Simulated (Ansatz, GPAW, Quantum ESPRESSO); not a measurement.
## CsPbCl3: programs and potentials compared

```
CELL_PARAMETERS angstrom
5.60500 0.00000 0.00000
0.00000 5.60500 0.00000
0.00000 0.00000 5.60500
ATOMIC_POSITIONS crystal
Pb 0.50000 0.50000 0.50000
Cs 0.00000 0.00000 0.00000
Cl 0.50000 0.00000 0.50000
Cl 0.00000 0.50000 0.50000
Cl 0.50000 0.50000 0.00000
```

Alike in all runs: task single point; functional PBE; k mesh 5 × 5 × 5; occupations fermi-dirac, width 0.05 eV; no spin polarisation; no spin-orbit coupling. Pressure is positive in compression and, in plane waves, holds the error of the finite cutoff, which Ansatz's Pulay term estimates and takes out.

```csv
program and potentials,plane-wave cutoff (eV),notes,pressure (GPa)
"Ansatz, Ansatz PAW",600,-,1.73
"GPAW, GPAW PAW data sets (gpaw-data 1.2.1)",600,-,1.61
"Quantum ESPRESSO, SSSP 1.3 efficiency PBE",748,-,1.71
```

The pressure spans 1.61 (GPAW, GPAW PAW data sets (gpaw-data 1.2.1)) to 1.73 GPa (Ansatz, Ansatz PAW).

Differences between rows come from potentials, basis sets and numerical settings, since the functional is the same but for its coding. Runs on potential files found faulty are left out.
